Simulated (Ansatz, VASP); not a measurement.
## Two plane-wave programs on CoSi

```
Co Si
1.0
     0.00000    2.25748    2.25748
     2.25748    0.00000    2.25748
     2.25748    2.25748    0.00000
Co Si
1 1
Direct
  0.00000 0.00000 0.00000
  0.50000 0.50000 0.50000
```

Change from the starting cell: volume scaled by 0.94, PAW files.

Alike in both runs: task single point; functional PBEsol; k mesh 14 × 14 × 14; occupations fermi-dirac, width 0.05 eV; no spin polarisation.

```csv
,VASP,Ansatz
version,VASP 6.6.1,Ansatz 0.2.0
potentials or method,"VASP PAW PBE potentials, release 64 (Co, Si)","PAW with Ansatz's default frozen-core files, scalar-relativistic"
plane-wave cutoff (eV),520,420
valence electrons in the cell,13,21
```

Ansatz gave:

- pressure (GPa): 12.6

Problem. What did VASP give for the same quantities?

Solution. Pressure (GPa): 12.9.

The two sets of potentials don't hold the same shells in valence.

Caveats: the PAW data sets were made with another functional, which shifts forces and pressure a little (VASP). Spin polarisation is off, so any magnetic state and its effect on volume and gap are missing.
